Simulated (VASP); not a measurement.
# AlN (P6_3mc) in VASP: single point with PBE

Aim: the single point of AlN with PBE.

All numbers are computed with VASP 6.6.1; they aren't measurements. Logs are shortened: lines on timing, memory, paths and dates and some standing lists are left out, and cuts for length are marked.

**What was measured.**

“Self-assembly of well-separated AlN nanowires directly on sputtered metallic TiN films”, 2019, arxiv:1910.07391 quotes, for a bulk crystal of AlN at 10 K: band gap 6.034 eV (an exciton energy, a little under the gap).

How close the calculation comes is told below.

## 1. Starting point

The structure is hexagonal, space group P6_3mc (No. 186). The conventional cell has a = 3.113 Å, b = 3.113 Å, c = 4.981 Å, α = 90.00°, β = 90.00°, γ = 120.00°. Al (site symmetry 3m) is surrounded by 4 N at 1.89 to 1.90 Å. N (site symmetry 3m) is surrounded by 4 Al at 1.89 to 1.90 Å.

## 2. Single point, PBE

The input, INCAR:

```
SYSTEM = AlN
ALGO = Normal ; EDIFF = 1E-6
ENCUT = 520 ; GGA = PE
ISIF = 2 ; ISMEAR = -1
LASPH = .True. ; LCHARG = .False.
LREAL = .False. ; LWAVE = .False.
NBANDS = 16 ; NELM = 100
PREC = Accurate ; SIGMA = 0.02
```

The input, KPOINTS:

```
k-points
0
Gamma
  10 10 6
  0 0 0
```

The input, POSCAR:

```
AlN
1.0
    3.1130000000      0.0000000000      0.0000000000
   -1.5565000000      2.6959370820      0.0000000000
    0.0000000000      0.0000000000      4.9810000000
Al N
2 2
Direct
    0.3333333333      0.6666666667     -0.0009850666
    0.6666666667      0.3333333333      0.4990149334
    0.3333333333      0.6666666667      0.3809850666
    0.6666666667      0.3333333333      0.8809850666
```

Potentials or basis: VASP PAW PBE potentials, release 64 (Al, N).

Launch:

```sh
cat potpaw_PBE.64/Al/POTCAR potpaw_PBE.64/N/POTCAR > POTCAR
mpirun -np 1 vasp_std > vasp.out
```

OUTCAR:

```text
SYSTEM = AlN
   EDIFF = 1E-6
   ENCUT = 520
   GGA = PE
   ISIF = 2
   ISMEAR = -1
   LASPH = .True.
   LREAL = .False.
   NELM = 100
   PREC = Accurate

 ion  position               nearest neighbor table
   1  0.333  0.667  0.999-   4 1.89   4 1.89   4 1.89   3 1.90   2 3.07   2 3.07   2 3.07   2 3.07
                             2 3.07   2 3.07
   2  0.667  0.333  0.499-   3 1.89   3 1.89   3 1.89   4 1.90   1 3.07   1 3.07   1 3.07   1 3.07
                             1 3.07   1 3.07
   3  0.333  0.667  0.381-   2 1.89   2 1.89   2 1.89   1 1.90
   4  0.667  0.333  0.881-   1 1.89   1 1.89   1 1.89   2 1.90

  LATTYP: Found a hexagonal cell.
 ALAT       =     3.1130000000
 C/A-ratio  =     1.6000642467

  Lattice vectors:

 A1 = (   3.1130000000,   0.0000000000,   0.0000000000)
 A2 = (  -1.5565000000,   2.6959370820,   0.0000000000)
 A3 = (   0.0000000000,   0.0000000000,   4.9810000000)

Analysis of symmetry for initial positions (statically):
=====================================================================
 Subroutine PRICEL returns:
 Original cell was already a primitive cell.

 Routine SETGRP: Setting up the symmetry group for a
 hexagonal supercell.

 Subroutine GETGRP returns: Found 12 space group operations
 (whereof  6 operations were pure point group operations)
 out of a pool of 24 trial point group operations.

The static configuration has the point symmetry C_3v.
 The point group associated with its full space group is C_6v.

Analysis of symmetry for dynamics (positions and initial velocities):
=====================================================================
 Subroutine PRICEL returns:
 Original cell was already a primitive cell.

 Routine SETGRP: Setting up the symmetry group for a
 hexagonal supercell.

 Subroutine GETGRP returns: Found 12 space group operations
 (whereof  6 operations were pure point group operations)
 out of a pool of 24 trial point group operations.

The dynamic configuration has the point symmetry C_3v.
 The point group associated with its full space group is C_6v.

 Subroutine INISYM returns: Found 12 space group operations
 (whereof  6 operations are pure point group operations),
 and found     1 'primitive' translations

----------------------------------------------------------------------------------------

                                     Primitive cell

  volume of cell :      41.8028

  direct lattice vectors                    reciprocal lattice vectors
     3.113000000  0.000000000  0.000000000     0.321233537  0.185464269  0.000000000
    -1.556500000  2.695937082  0.000000000     0.000000000  0.370928538  0.000000000
     0.000000000  0.000000000  4.981000000     0.000000000  0.000000000  0.200762899

  length of vectors
     3.113000000  3.113000000  4.981000000     0.370928538  0.370928538  0.200762899

  position of ions in fractional coordinates (direct lattice)
     0.333333333  0.666666667  0.999014933
     0.666666667  0.333333333  0.499014933
     0.333333333  0.666666667  0.380985067
     0.666666667  0.333333333  0.880985067

  ion indices of the primitive-cell ions
   primitive index   ion index
                 1           1
                 2           2
                 3           3
                 4           4

----------------------------------------------------------------------------------------

 KPOINTS: k-points

Automatic generation of k-mesh.
 Grid dimensions read from file:
 generate k-points for:   10   10    6

 Generating k-lattice:

  Cartesian coordinates                     Fractional coordinates (reciprocal lattice)
     0.032123354  0.018546427  0.000000000     0.100000000  0.000000000  0.000000000
     0.000000000  0.037092854  0.000000000     0.000000000  0.100000000  0.000000000
     0.000000000  0.000000000  0.033460483     0.000000000  0.000000000  0.166666667

  Length of vectors
     0.037092854  0.037092854  0.033460483

  Shift w.r.t. Gamma in fractional coordinates (k-lattice)
     0.000000000  0.000000000  0.000000000

 Subroutine IBZKPT returns following result:
 ===========================================

 Found     56 irreducible k-points:

 Following reciprocal coordinates:
            Coordinates               Weight
  0.000000  0.000000  0.000000      1.000000
  0.100000 -0.000000  0.000000      6.000000
  0.200000 -0.000000  0.000000      6.000000
  0.300000 -0.000000  0.000000      6.000000
  0.400000  0.000000  0.000000      6.000000
  0.500000 -0.000000  0.000000      3.000000
[... 16 lines left out ...]
  0.300000  0.100000  0.166667     24.000000
  0.400000  0.100000  0.166667     24.000000
 [... further k-points ...]
   k-points           NKPTS =     56   k-points in BZ     NKDIM =     56   number of bands    NBANDS=     16
   number of dos      NEDOS =    301   number of ions     NIONS =      4
   total plane-waves  NPLWV =  23040
   dimension x,y,z NGX =    24 NGY =   24 NGZ =   40
   dimension x,y,z NGXF=    48 NGYF=   48 NGZF=   80
   ions per type =               2   2
   NGX,Y,Z   is equivalent  to a cutoff of  12.82, 12.82, 13.35 a.u.
   NGXF,Y,Z  is equivalent  to a cutoff of  25.63, 25.63, 26.70 a.u.
 SYSTEM =  AlN
   PREC   = accura    normal or accurate (medium, high low for compatibility)
   ISTART =      0    job   : 0-new  1-cont  2-samecut
   ICHARG =      2    charge: 1-file 2-atom 10-const
   ISPIN  =      1    spin polarized calculation?
   LNONCOLLINEAR =      F non collinear calculations
   LSORBIT =      F    spin-orbit coupling
   LASPH  =      T    aspherical Exc in radial PAW
   ENCUT  =  520.0 eV  38.22 Ry    6.18 a.u.   5.79  5.79  9.26*2*pi/ulx,y,z
   NELM   =    100;   NELMIN=  2; NELMDL= -5     # of ELM steps
   EDIFF  = 0.1E-05   stopping-criterion for ELM
   LREAL  =      F    real-space projection
   EDIFFG = 0.1E-04   stopping-criterion for IOM
   NSW    =      0    number of steps for IOM
   IBRION =     -1    ionic relax: 0-MD 1-quasi-New 2-CG
   NFREE  =      0    steps in history (QN), initial steepest desc. (CG)
   ISIF   =      2    stress and relaxation
   ISYM   =      2    0-nonsym 1-usesym 2-fastsym
   POTIM  = 0.5000    time-step for ionic-motion
   TEBEG  =    0.0;   TEEND  =   0.0 temperature during run
   PSTRESS=    0.0 pullay stress
   NELECT =      16.0000    total number of electrons
   NUPDOWN=      -1.0000    fix difference up-down
   EMIN   =  10.00;   EMAX   =-10.00  energy-range for DOS
   EFERMI =   0.00;   METHOD = LEGACY
   ISMEAR =    -1;   SIGMA  =   0.02  broadening in eV -4-tet -1-fermi 0-gaus
   EFERMI_NEDOS =   21; number of points for ismear=-14 and -15
   IALGO  =     38    algorithm
   IMIX   =      4    mixing-type and parameters
     AMIX     =   0.40;   BMIX     =  1.00
     AMIX_MAG =   1.60;   BMIX_MAG =  1.00
  volume/ion in A,a.u.               =      10.45        70.52
  Fermi-wavevector in a.u.,A,eV,Ry     =   1.188629  2.246183 19.222843  1.412839
  Thomas-Fermi vector in A             =   2.324754
   LORBIT       =      0    0 simple, 1 ext, 2 COOP (PROOUT), +10 PAW based schemes
   GGA     = PE    functional components
   LHFCALC =     F    Hartree Fock is set to
   AEXX    =    0.0000 exact exchange contribution
   IVDW    =     0    specifies the selected vdW correction
   LEPSILON=     F    determine dielectric tensor
   LRPA    =     F    only Hartree local field effects (RPA)
 non-spin polarized calculation
  energy-cutoff  :      520.00
  volume of cell :       41.80
 maximum number of plane-waves:      1142
 NGX is ok and might be reduce to    24
   NGX = 11   NGY = 11   NGZ = 19

 number of electron      15.9999997 magnetization

 Free energy of the ion-electron system (eV)
  ---------------------------------------------------
  ext. energy  EPLUGINS =         0.00000000
  ---------------------------------------------------
  free energy    TOTEN  =       -29.77254433 eV

  energy without entropy =      -29.77254433  energy(sigma->0) =      -29.77254433

 E-fermi :   6.6025     XC(G=0): -10.9068

 val. band max:        6.1530751207   @ k =   0.0000   0.0000   0.0000
 cond. band min:      10.3472010511   @ k =   0.0000   0.0000   0.0000
 fundamental gap:      4.1941259304
 Fermi energy:         6.6024812965

 k-point     1 :       0.0000    0.0000    0.0000
  band No.  band energies     occupation
      1      -9.0375      2.00000
      2      -6.8906      2.00000
      3       0.1598      2.00000
      4       5.2762      2.00000
      5       5.2762      2.00000
      6       5.9284      2.00000
[... 8 lines left out ...]
     15      19.2703      0.00000
     16      19.2703      0.00000

 k-point     2 :       0.1000   -0.0000    0.0000
  band No.  band energies     occupation
      1      -8.9106      2.00000
      2      -6.8192      2.00000
      3       0.3110      2.00000
      4       4.6974      2.00000
      5       5.1132      2.00000
      6       5.3621      2.00000
[... 8 lines left out ...]
     15      19.2321      0.00000
     16      19.3269      0.00000

 k-point     3 :       0.2000   -0.0000    0.0000
  band No.  band energies     occupation
      1      -8.5460      2.00000
      2      -6.6332      2.00000
      3       0.7531      2.00000
      4       3.3927      2.00000
      5       4.2570      2.00000
      6       4.7590      2.00000
[... 8 lines left out ...]
     15      18.3928      0.00000
     16      18.8664      0.00000

 k-point     4 :       0.3000   -0.0000    0.0000
  band No.  band energies     occupation
      1      -8.0009      2.00000
      2      -6.4235      2.00000
      3       1.4429      2.00000
      4       2.0391      2.00000
      5       3.1449      2.00000
      6       4.3977      2.00000
[... 8 lines left out ...]
     15      18.2074      0.00000
     16      20.0969      0.00000

 k-point     5 :       0.4000    0.0000    0.0000
  band No.  band energies     occupation
      1      -7.4049      2.00000
      2      -6.3339      2.00000
      3       1.0544      2.00000
      4       2.2336      2.00000
      5       2.3485      2.00000
      6       4.1428      2.00000
[... 8 lines left out ...]
     15      18.5766      0.00000
     16      21.2160      0.00000

 k-point     6 :       0.5000   -0.0000    0.0000
  band No.  band energies     occupation
      1      -7.0755      2.00000
      2      -6.3804      2.00000
      3       0.6986      2.00000
      4       1.9825      2.00000
      5       2.8055      2.00000
      6       4.0519      2.00000
[... 8 lines left out ...]
     15      18.9556      0.00000
     16      21.2789      0.00000
[... 267 lines left out ...]
 k-point    21 :       0.1000    0.1000    0.1667
  band No.  band energies     occupation
      1      -8.5636      2.00000
      2      -6.8725      2.00000
      3       0.9019      2.00000
      4       4.0712      2.00000
      5       4.0827      2.00000
      6       4.9911      2.00000
[... 8 lines left out ...]
     15      18.6201      0.00000
     16      19.4839      0.00000

 k-point    22 :       0.2000    0.1000    0.1667
  band No.  band energies     occupation
      1      -8.1150      2.00000
      2      -6.6372      2.00000
      3       1.2885      2.00000
      4       2.8442      2.00000
      5       3.3025      2.00000
      6       4.4880      2.00000
[... 8 lines left out ...]
     15      18.5436      0.00000
     16      19.8577      0.00000

 k-point    23 :       0.3000    0.1000    0.1667
  band No.  band energies     occupation
      1      -7.5488      2.00000
      2      -6.4332      2.00000
      3       1.2435      2.00000
      4       2.0898      2.00000
      5       2.8428      2.00000
      6       4.0164      2.00000
[... 8 lines left out ...]
     15      18.5135      0.00000
     16      20.5598      0.00000

 k-point    24 :       0.4000    0.1000    0.1667
  band No.  band energies     occupation
      1      -7.0567      2.00000
      2      -6.3942      2.00000
      3       0.7388      2.00000
      4       1.7490      2.00000
      5       3.0828      2.00000
      6       3.8520      2.00000
[... 8 lines left out ...]
     15      18.7508      0.00000
     16      21.0488      0.00000

 [... further k-points ...]

------------------------ aborting loop because EDIFF is reached ----------------------------------------

  FORCE on cell =-STRESS in cart. coord.  units (eV):
  Direction    XX          YY          ZZ          XY          YZ          ZX
  --------------------------------------------------------------------------------------
  -------------------------------------------------------------------------------------
  Total        0.8693602      0.8693602      0.9425989      0.0000000      0.0000000     -0.0000000
  in kB       33.3199939     33.3199939     36.1270178      0.0000000      0.0000000     -0.0000000
  external PRESSURE =      34.2556685 kB  Pullay stress =       0.0000000 kB

 VOLUME and BASIS-vectors are now :
 -----------------------------------------------------------------------------
  energy-cutoff  :      520.00
  volume of cell :       41.80
      direct lattice vectors                 reciprocal lattice vectors
     3.113000000  0.000000000  0.000000000     0.321233537  0.185464269  0.000000000
    -1.556500000  2.695937082  0.000000000     0.000000000  0.370928538  0.000000000
     0.000000000  0.000000000  4.981000000     0.000000000  0.000000000  0.200762899

 POSITION                                       TOTAL-FORCE (eV/Angst)
 -----------------------------------------------------------------------------------
     -0.00000      1.79729      4.97609        -0.000000      0.000000     -0.001541
      1.55650      0.89865      2.48559         0.000000     -0.000000     -0.001541
     -0.00000      1.79729      1.89769        -0.000000      0.000000      0.001541
      1.55650      0.89865      4.38819         0.000000     -0.000000      0.001541
 -----------------------------------------------------------------------------------
    total drift:                               -0.000000      0.000000      0.000410

  FREE ENERGIE OF THE ION-ELECTRON SYSTEM (eV)
  ---------------------------------------------------
  free  energy   TOTEN  =       -29.7725443296 eV

  energy  without entropy=      -29.7725443296  energy(sigma->0) =      -29.77254433
```

Wall time 20 s (1 thread of Intel Xeon Platinum 8375C at 2.90GHz (Ice Lake), shared host); peak memory 0.17 GiB.

What came out:

| Property | Result |
| --- | --- |
| Free energy | -29.7725 eV |
| Pressure | 3.4 GPa |
| Band gap on the k mesh | 4.19 eV, direct |

Stress tensor (GPa, compression positive):
```
3.33 0.00 0.00
0.00 3.33 0.00
0.00 0.00 3.61
```

## 3. Comparison with measurements

Step 2. Against the measured gap of AlN, 6.034 eV (an exciton energy, a little under the gap; 10 K; quoted in “Self-assembly of well-separated AlN nanowires directly on sputtered metallic TiN films”, 2019, arxiv:1910.07391), the calculated 4.19 eV is off by -1.84 eV. 2 values of this kind are on record (6.034 to 6.0343 eV); this one was drawn at random. The value is that of PBE on a finite k mesh, which can miss the band edges, without temperature or zero-point motion. Semilocal functionals fall short of measured gaps as a rule.
